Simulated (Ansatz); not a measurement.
# Ge: the cost of one run

Computed with Ansatz 0.2.0 (DFT LDA, scalar-relativistic, plane waves, PAW, unless a step's input says otherwise).

11 further runs of the same task are left out: 11 set aside as unsound or not needed.

## (1) The structure to begin with

It takes space group Fd-3m (No. 227, cubic). The conventional cell has a = 5.621 Å, b = 5.621 Å, c = 5.621 Å, α = 90.00°, β = 90.00°, γ = 90.00°. Ge (site symmetry -43m) is surrounded by 4 Ge at 2.43 Å.

Coordinates:

```
CELL_PARAMETERS angstrom
0.00000 2.81071 2.81071
2.81071 0.00000 2.81071
2.81071 2.81071 0.00000
ATOMIC_POSITIONS crystal
Ge 0.50000 0.50000 0.50000
Ge 0.75000 0.75000 0.75000
```

It is the result of an earlier relaxation at this level (volume 22.20 Å³/atom; gap on the mesh: none (metal)).

## (2) The scan

The energy is mapped over a normal mode and a strain (zone-centre modes of the cell shown) (x along [1 0 0], y along [0 1 0], z along [0 0 1] of the conventional cell).

The axes are (1) amplitude of mode 4 (289 cm⁻¹), largest displacement in the unstrained cell: 11 values from −0.082 Å; (2) strain +e along z and -e/2 along x and y: 7 values from −7.00 %.

Nothing else is relaxed (the pattern is fixed in fractional coordinates). Energies count from the relaxed high-symmetry cell. Points are written as (first, second).

The modes come from a phonon run on the reference cell, made beforehand.

The patterns, per unit of each coordinate (Å):

| atom | x1 | y1 | z1 |
| --- | --- | --- | --- |
| Ge1 | 1.000 | 0.000 | 0.000 |
| Ge2 | -1.000 | 0.000 | 0.000 |

## (3) Point (−0.082 Å, 4.67 %)

Contents of input.yaml:

```yaml
crystal:
  lattice:
    - [0.0, 2.7450823156, 2.9419727228]
    - [2.7450823156, 0.0, 2.9419727228]
    - [2.7450823156, 2.7450823156, 0.0]
  atoms:
    - { symbol: Ge, position: [0.5145870489, 0.4854129511, 0.4854129511] }
    - { symbol: Ge, position: [0.7354129511, 0.7645870489, 0.7645870489] }
basis:
  ecutwfc: 420
kpoints:
  mp_grid: { grid: [14, 14, 14] }
hamiltonian:
  xc: lda
  pseudopotentials: { kind: paw, azcp: { folder: soft_1 } }
scf:
  occupations: { method: gaussian, width: 0.15 }
output:
  forces: true
  stress: true
  eigenvalues: true
  write_density: true
  write_potential: true
  elf: true
  volumetric_format: npy
```

The run is started by

```
ansatz run input.yaml --threads 1 --pin off --max-ram 2048MiB --backend cpu --events-out ev --progress --plain --runs-dir out
```

Q: Estimate wall time and peak memory on 1 thread of AMD EPYC 9R45 (Zen 5), shared host.

About 12 s, with a peak of 0.74 GiB.
